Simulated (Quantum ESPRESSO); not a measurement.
Consider CdSe (Fm-3m).

```cif
data_structure
_symmetry_space_group_name_H-M 'P 1'
_symmetry_Int_Tables_number 1
_cell_length_a 4.0644
_cell_length_b 4.0644
_cell_length_c 4.0644
_cell_angle_alpha 60.000
_cell_angle_beta 60.000
_cell_angle_gamma 60.000
_cell_volume 47.48
loop_
_atom_site_label
_atom_site_type_symbol
_atom_site_fract_x
_atom_site_fract_y
_atom_site_fract_z
_atom_site_occupancy
Cd1 Cd 0.00000 0.00000 0.00000 1
Se2 Se 0.50000 0.50000 0.50000 1
```

Absorber: atom 1, with 6 Se at 2.87 Å (octahedral, site symmetry m-3m). Method: Quantum ESPRESSO XSpectra, LDA, excited-electron core hole (neutral cell), 8-atom cell with 5.7 Å between holes, 4×4×4 k points, dipole transitions, Lorentzian half width 3.64 eV (not a setting of the program: the run's 0.4 eV curve was folded afterwards with a further Lorentzian).

**Question.** What does the Cd K edge look like?

Main maxima up to 30 eV above the zero (height): 5.7 eV (1.21) and 19.9 eV (0.98). A K edge sees empty p states on the absorber. 

The Cd K spectrum (energy from the energy zero of the input (xe0, at the border of filled and empty states); intensity scaled to a mean of 1 over the first 20 eV; folded afterwards to Lorentzian half width 3.64 eV; the points at xe0, where the cut of filled states can leave a spike, are interpolated):

| E (eV) | intensity |
| --- | --- |
| -2.0 | 0.39 |
| -1.0 | 0.48 |
| 0.0 | 0.60 |
| 1.0 | 0.74 |
| 2.0 | 0.89 |
| 3.0 | 1.03 |
| 4.0 | 1.14 |
| 5.0 | 1.20 |
| 6.0 | 1.21 |
| 7.0 | 1.18 |
| 8.0 | 1.13 |
| 9.0 | 1.07 |
| 10.0 | 1.01 |
| 11.0 | 0.98 |
| 12.0 | 0.96 |
| 13.0 | 0.95 |
| 14.0 | 0.95 |
| 15.0 | 0.95 |
| 16.0 | 0.95 |
| 17.0 | 0.95 |
| 18.0 | 0.96 |
| 19.0 | 0.97 |
| 20.0 | 0.98 |
| 21.0 | 0.97 |
| 22.0 | 0.94 |
| 23.0 | 0.92 |
| 24.0 | 0.91 |
| 25.0 | 0.91 |
| 26.0 | 0.92 |
| 27.0 | 0.95 |
| 28.0 | 0.99 |
| 29.0 | 1.02 |
| 30.0 | 1.05 |
| 31.0 | 1.07 |
| 32.0 | 1.08 |

The unit cell's mesh shows no gap over 0.35 eV. That is right for a metallic compound; for a small-gap or correlated insulator it would be the fault of the functional or of the assumed magnetic order, and the hole would be screened too well. The holes are only 5.7 Å apart, so the shape is probably not converged with cell size; no larger cell was run here. The structure is a computed Materials Project entry and may be a hypothetical form.

[Banner, clock and machine lines of the logs are left out without a mark of their own.]

[Logs are printed without paths, hosts, clocks, repeated set-up lines and the standing remarks that a program may print on its own settings, such as how far it seeks lower states.]

[Hosts, paths, dates, database ids (printed as entryN), source tags and the programs' standing remarks are cut or masked in the printed files.]

[Lists of maxima count a maximum above −3 eV only where it reaches 4 % of the highest in the window and stands out from its surroundings by 2 % of it (1.5 % where it reaches 55 %); shoulders and weaker maxima are passed over, and of the rest the first, up to two pre-edge ones and the few strongest are named.]
